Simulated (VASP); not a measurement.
# TePb (Fm-3m) in VASP: settings compared

Aim: see how the results for TePb move with the level of theory and the settings. Levels: PBE, PBEsol, HSE06. Tasks: relaxation of cell and atoms.

All numbers are computed with VASP 6.6.1; they aren't measurements. Logs are shortened: lines on timing, memory, paths and dates and some standing lists are left out, and cuts for length are marked.

### 1 The crystal as given

Symmetry: Fm-3m, No. 225, cubic system. Conventional cell: a = 6.462 Å, b = 6.462 Å, c = 6.462 Å, α = 90.00°, β = 90.00°, γ = 90.00°. Te (site symmetry m-3m) is surrounded by 6 Pb at 3.23 Å. Pb (site symmetry m-3m) has 6 Te at 3.23 Å as nearest neighbours.

### 2 Relaxation of cell and atoms, PBE

INCAR

```
SYSTEM = TePb
PREC = Accurate ; ENCUT = 600
EDIFF = 1E-6 ; ISMEAR = 0
SIGMA = 0.03 ; LREAL = .False.
LASPH = .True. ; NELM = 80
ALGO = Normal ; ISIF = 3
LWAVE = .False. ; LCHARG = .False.
GGA = PE ; IBRION = 2
NSW = 90 ; EDIFFG = -0.01
```

KPOINTS

```
Automatic mesh
0
Gamma
  8 8 8
  0 0 0
```

POSCAR

```
TePb
1.0
    0.0000000000      3.2310000000      3.2310000000
    3.2310000000      0.0000000000      3.2310000000
    3.2310000000      3.2310000000      0.0000000000
Te Pb
1 1
Direct
    0.5000000000      0.5000000000      0.5000000000
    0.0000000000      0.0000000000      0.0000000000
```

Potentials or basis: VASP PAW PBE potentials, release 64 (Te, Pb_d).

The run is started by

```sh
cat potpaw_PBE.64/Te/POTCAR potpaw_PBE.64/Pb_d/POTCAR > POTCAR
mpirun -np 1 vasp_std > vasp.out
```

OUTCAR:

```text
SYSTEM = TePb
   PREC = Accurate
   ENCUT = 600
   EDIFF = 1E-6
   ISMEAR = 0
   LREAL = .False.
   LASPH = .True.
   NELM = 80
   ISIF = 3
   GGA = PE
   IBRION = 2
   NSW = 90
   EDIFFG = -0.01

 ion  position               nearest neighbor table
   1  0.500  0.500  0.500-   2 3.23   2 3.23   2 3.23   2 3.23   2 3.23   2 3.23
   2  0.000  0.000  0.000-   1 3.23   1 3.23   1 3.23   1 3.23   1 3.23   1 3.23

  LATTYP: Found a face centered cubic cell.
 ALAT       =     6.4620000000

  Lattice vectors:

 A1 = (   0.0000000000,   3.2310000000,   3.2310000000)
 A2 = (   3.2310000000,   0.0000000000,   3.2310000000)
 A3 = (   3.2310000000,   3.2310000000,   0.0000000000)

Analysis of symmetry for initial positions (statically):
=====================================================================
 Subroutine PRICEL returns:
 Original cell was already a primitive cell.

 Routine SETGRP: Setting up the symmetry group for a
 face centered cubic supercell.

 Subroutine GETGRP returns: Found 48 space group operations
 (whereof 48 operations were pure point group operations)
 out of a pool of 48 trial point group operations.

The static configuration has the point symmetry O_h .

Analysis of symmetry for dynamics (positions and initial velocities):
=====================================================================
 Subroutine PRICEL returns:
 Original cell was already a primitive cell.

 Routine SETGRP: Setting up the symmetry group for a
 face centered cubic supercell.

 Subroutine GETGRP returns: Found 48 space group operations
 (whereof 48 operations were pure point group operations)
 out of a pool of 48 trial point group operations.

The dynamic configuration has the point symmetry O_h .

 Subroutine INISYM returns: Found 48 space group operations
 (whereof 48 operations are pure point group operations),
 and found     1 'primitive' translations

----------------------------------------------------------------------------------------

                                     Primitive cell

  volume of cell :      67.4592

  direct lattice vectors                    reciprocal lattice vectors
     0.000000000  3.231000000  3.231000000    -0.154750851  0.154750851  0.154750851
     3.231000000  0.000000000  3.231000000     0.154750851 -0.154750851  0.154750851
     3.231000000  3.231000000  0.000000000     0.154750851  0.154750851 -0.154750851

  length of vectors
[... 101 lines left out ...]
     AMIX     =   0.40;   BMIX     =  1.00
     AMIX_MAG =   1.60;   BMIX_MAG =  1.00
  volume/ion in A,a.u.               =      33.73       227.62
  Fermi-wavevector in a.u.,A,eV,Ry     =   1.091619  2.062861 16.213147  1.191633
  Thomas-Fermi vector in A             =   2.227868
   LORBIT       =      0    0 simple, 1 ext, 2 COOP (PROOUT), +10 PAW based schemes
   GGA     = PE    functional components
   LHFCALC =     F    Hartree Fock is set to
   AEXX    =    0.0000 exact exchange contribution
   IVDW    =     0    specifies the selected vdW correction
   LEPSILON=     F    determine dielectric tensor
   LRPA    =     F    only Hartree local field effects (RPA)
 conjugate gradient relaxation of ions
 non-spin polarized calculation
 Gauss-broadening in eV      SIGMA  =   0.03
  energy-cutoff  :      600.00
  volume of cell :       67.46
 maximum number of plane-waves:      2272
 NGX is ok and might be reduce to    40
   NGX = 19   NGY = 19   NGZ = 19

--------------------------------------- Ionic step        1  -------------------------------------------

 number of electron      19.9999998 magnetization

 Free energy of the ion-electron system (eV)
  ---------------------------------------------------
  ext. energy  EPLUGINS =         0.00000000
  ---------------------------------------------------
  free energy    TOTEN  =        -7.50127611 eV

  energy without entropy =       -7.50127611  energy(sigma->0) =       -7.50127611

------------------------ aborting loop because EDIFF is reached ----------------------------------------

  FORCE on cell =-STRESS in cart. coord.  units (eV):
  Direction    XX          YY          ZZ          XY          YZ          ZX
  --------------------------------------------------------------------------------------
  -------------------------------------------------------------------------------------
  Total        0.8853242      0.8853242      0.8853242      0.0000000      0.0000000     -0.0000000
  in kB       21.0267450     21.0267450     21.0267450      0.0000000      0.0000000     -0.0000000
  external PRESSURE =      21.0267450 kB  Pullay stress =       0.0000000 kB
[... 59 lines left out ...]
--------------------------------------- Ionic step        3  -------------------------------------------

 number of electron      20.0000002 magnetization

 Free energy of the ion-electron system (eV)
  ---------------------------------------------------
  ext. energy  EPLUGINS =         0.00000000
  ---------------------------------------------------
  free energy    TOTEN  =        -7.52266964 eV

  energy without entropy =       -7.52266964  energy(sigma->0) =       -7.52266964

 E-fermi :   5.1531     XC(G=0):  -9.0814

 val. band max:        5.0016250114   @ k =   0.5000   0.0000   0.0000
 cond. band min:       5.8329340642   @ k =   0.5000   0.0000   0.0000
 fundamental gap:      0.8313090527
 Fermi energy:         5.1530710205

 k-point     1 :       0.0000    0.0000    0.0000
  band No.  band energies     occupation
      1     -11.6423      2.00000
      2     -11.6423      2.00000
      3     -11.6366      2.00000
      4     -11.6366      2.00000
      5     -11.6366      2.00000
      6      -6.6163      2.00000
      7      -0.7076      2.00000
      8       3.8445      2.00000
      9       3.8445      2.00000
     10       3.8445      2.00000
     11       9.0281      0.00000
     12       9.0281      0.00000
     13       9.0281      0.00000
     14      10.9150      0.00000
[... 377 lines left out ...]
      1     -11.6644      2.00000
      2     -11.6482      2.00000
      3     -11.6313      2.00000
      4     -11.6268      2.00000
      5     -11.6204      2.00000
      6      -5.1426      2.00000
      7      -3.1010      2.00000
      8       2.5043      2.00000
      9       2.6889      2.00000
     10       4.6286      2.00000
     11       6.4245      0.00000
     12       8.5320      0.00000
     13       8.9382      0.00000
     14      11.8917      0.00000

 [... further k-points ...]
[... 5 lines left out ...]
  --------------------------------------------------------------------------------------
  -------------------------------------------------------------------------------------
  Total        0.0010071      0.0010071      0.0010071      0.0000000      0.0000000     -0.0000000
  in kB        0.0227779      0.0227779      0.0227779      0.0000000      0.0000000     -0.0000000
  external PRESSURE =       0.0227779 kB  Pullay stress =       0.0000000 kB
[... 17 lines left out ...]
  FREE ENERGIE OF THE ION-ELECTRON SYSTEM (eV)
  ---------------------------------------------------
  free  energy   TOTEN  =        -7.5226696436 eV

  energy  without entropy=       -7.5226696436  energy(sigma->0) =       -7.52266964

 reached required accuracy - stopping structural energy minimisation
```

OSZICAR:

```text
N       E                     dE             d eps       ncg     rms          rms(c)
DAV:   1     0.155658892258E+03    0.15566E+03   -0.99665E+03   818   0.152E+03
DAV:   2     0.388572045354E+01   -0.15177E+03   -0.14867E+03   860   0.351E+02
DAV:   3    -0.732261345268E+01   -0.11208E+02   -0.10961E+02  1088   0.998E+01
DAV:   4    -0.761372412794E+01   -0.29111E+00   -0.29103E+00   956   0.187E+01
[... 21 lines left out ...]
DAV:   2    -0.752822714848E+01    0.32533E-01   -0.66707E-02   986   0.468E+00    0.385E-01
DAV:   3    -0.752259724505E+01    0.56299E-02   -0.24449E-02  1004   0.259E+00    0.769E-02
DAV:   4    -0.752264142533E+01   -0.44180E-04   -0.39664E-04   818   0.207E-01    0.585E-02
DAV:   5    -0.752266999862E+01   -0.28573E-04   -0.10275E-04   916   0.958E-02    0.149E-02
DAV:   6    -0.752266964362E+01    0.35500E-06   -0.85672E-06  1022   0.506E-02
   3 F= -.75226696E+01 E0= -.75226696E+01  d E =-.213935E-01
```

It took 66 s on 1 thread of Intel Xeon Platinum 8259CL at 2.50GHz (Skylake/Cascade Lake), shared host; peak memory 0.26 GiB.

Results:

```
Free energy                            : -7.5227 eV
Relaxed volume                         : 35.42 Å³/atom
Relaxed cell                           : a = 4.644 Å, b = 4.644 Å, c = 4.644 Å, α = 60.00°, β = 60.00°, γ = 60.00°
Space group after relaxing (to 0.05 Å) : Fm-3m (No. 225)
Energy gained by relaxing              : 10.7 meV/atom
Ionic steps                            : 3
Pressure after relaxing                : 0.0 GPa
Band gap on the k mesh                 : 0.83 eV, direct
```

The path:
```tsv
step	energy change (eV)	largest force (eV/Å)	pressure (GPa)	volume (Å³)
1	0.0000	0.0000	2.10	67.46
2	-0.0196	0.0000	-0.55	71.87
3	-0.0214	0.0000	0.00	70.84
```

Final structure:
```xyz
2
Lattice="0.0000 3.2841 3.2841 3.2841 0.0000 3.2841 3.2841 3.2841 0.0000" Properties=species:S:1:pos:R:3 pbc="T T T"
Te    3.2841    3.2841    3.2841
Pb    0.0000    0.0000    0.0000
```

Levels at points of the mesh, in eV from the valence-band top:
```
           k point  band 8  band 9  band 10  band 11  band 12  band 13
(0.00, 0.00, 0.00)   -1.16   -1.16    -1.16     4.03     4.03     4.03
(0.50, 0.00, 0.00)   -0.73   -0.73     0.00     0.83     1.39     1.39
(0.50, 0.50, 0.00)   -4.11   -2.52    -2.52     3.51     5.31     5.31
```

Caveat: spin-orbit coupling is left out, which as a rule narrows the gap of such compounds by several tenths of an eV. PBE usually gives volumes a little too large and moduli too small.

### 3 Relaxation of cell and atoms, PBE

This run uses another cell than the first one, of 35.42 Å³/atom, 1.050 times its volume.

INCAR

```
SYSTEM = TePb
PREC = Accurate ; ENCUT = 600
EDIFF = 1E-7 ; ISMEAR = 0
SIGMA = 0.03 ; LREAL = .False.
LASPH = .True. ; NELM = 80
ALGO = Normal ; ISIF = 3
LWAVE = .False. ; LCHARG = .False.
GGA = PE ; IBRION = 2
NSW = 90 ; EDIFFG = -0.005
```

KPOINTS is that of step 2.

POSCAR

```
TePb                                    
1.0
    0.0000000000      3.2840937665      3.2840937665
    3.2840937665      0.0000000000      3.2840937665
    3.2840937665      3.2840937665      0.0000000000
  Te              Pb            
     1     1
Direct
     0.5000000000000000    0.5000000000000000    0.5000000000000000
     0.0000000000000000    0.0000000000000000    0.0000000000000000
```

Potentials or basis: VASP PAW PBE potentials, release 64 (Te, Pb_d).

The run is started by

```sh
cat potpaw_PBE.64/Te/POTCAR potpaw_PBE.64/Pb_d/POTCAR > POTCAR
mpirun -np 1 vasp_std > vasp.out
```

It took 34 s on 1 thread of Intel Xeon Platinum 8259CL at 2.50GHz (Skylake/Cascade Lake), shared host; peak memory 0.26 GiB.

The run converged. Its results:

* Free energy: -7.5230 eV
* Pressure after relaxing: 0.0 GPa
* Band gap on the k mesh: 0.83 eV, direct

Final structure:
```xyz
2
Lattice="0.0000 3.2841 3.2841 3.2841 0.0000 3.2841 3.2841 3.2841 0.0000" Properties=species:S:1:pos:R:3 pbc="T T T"
Te    3.2841    3.2841    3.2841
Pb    0.0000    0.0000    0.0000
```

Levels at points of the mesh, in eV from the valence-band top:
| k point | band 8 | band 9 | band 10 | band 11 | band 12 | band 13 |
| --- | --- | --- | --- | --- | --- | --- |
| (0.00, 0.00, 0.00) | -1.16 | -1.16 | -1.16 | 4.03 | 4.03 | 4.03 |
| (0.50, 0.00, 0.00) | -0.73 | -0.73 | 0.00 | 0.83 | 1.39 | 1.39 |
| (0.50, 0.50, 0.00) | -4.11 | -2.52 | -2.52 | 3.51 | 5.31 | 5.31 |

Caveat: the relaxation stopped at its first step, so nothing moved; spin-orbit coupling is left out, which as a rule narrows the gap of such compounds by several tenths of an eV. A k mesh can miss the band edges.

### 4 Relaxation of cell and atoms, PBEsol

INCAR

```
  PREC = Accurate
  ENCUT = 600
  EDIFF = 1E-6
  ISMEAR = 0
  SIGMA = 0.03
  LREAL = F
  LASPH = T
  NELM = 80
  ALGO = Normal
  ISIF = 3
  LWAVE = F
  LCHARG = F
  GGA = PS
  IBRION = 2
  NSW = 90
  EDIFFG = -0.01
  KPAR = 4
```

KPOINTS

```
Automatic mesh
0
Gamma
  8 8 8
```

POSCAR

```
TePb
1.0
    0.0000000000      3.2310000000      3.2310000000
    3.2310000000      0.0000000000      3.2310000000
    3.2310000000      3.2310000000      0.0000000000
Te Pb
1 1
Direct
    0.5000000000      0.5000000000      0.5000000000
    0.0000000000      0.0000000000      0.0000000000
```

The run is started by

```sh
cat potpaw_PBE.64/Te/POTCAR potpaw_PBE.64/Pb_d/POTCAR > POTCAR
mpirun -np 4 vasp_std > vasp.out
```

It took 16 s on 4 MPI ranks of Intel Xeon 6975P-C (Granite Rapids), shared host; peak memory 0.25 GiB.

It converged, with:

| Quantity | Value |
| --- | --- |
| Free energy | -8.2592 eV |
| Relaxed volume | 33.44 Å³/atom |
| Relaxed cell | a = 4.556 Å, b = 4.556 Å, c = 4.556 Å, α = 60.00°, β = 60.00°, γ = 60.00° |
| Space group after relaxing (to 0.05 Å) | Fm-3m (No. 225) |
| Energy gained by relaxing | 0.3 meV/atom |
| Ionic steps | 3 |
| Pressure after relaxing | 0.0 GPa |
| Band gap on the k mesh | 0.65 eV, direct |

The path:
```tsv
step	energy change (eV)	largest force (eV/Å)	pressure (GPa)	volume (Å³)
1	0.0000	0.0000	-0.39	67.46
2	-0.0006	0.0000	0.16	66.66
3	-0.0007	0.0000	-0.01	66.89
```

Final structure:
```xyz
2
Lattice="0.0000 3.2219 3.2219 3.2219 0.0000 3.2219 3.2219 3.2219 0.0000" Properties=species:S:1:pos:R:3 pbc="T T T"
Te    3.2219    3.2219    3.2219
Pb    0.0000    0.0000    0.0000
```

Levels at points of the mesh, in eV from the valence-band top:
```tsv
k point	band 8	band 9	band 10	band 11	band 12	band 13
(0.00, 0.00, 0.00)	-1.37	-1.37	-1.37	4.07	4.07	4.07
(0.50, 0.00, 0.00)	-0.90	-0.90	0.00	0.65	1.22	1.22
(0.50, 0.50, 0.00)	-4.59	-2.85	-2.85	3.17	5.49	5.49
```

Caveat: the PAW data sets were made with another functional, which shifts forces and pressure a little; spin-orbit coupling is left out, which as a rule narrows the gap of such compounds by several tenths of an eV.

(Continued in part 2 of 2.)
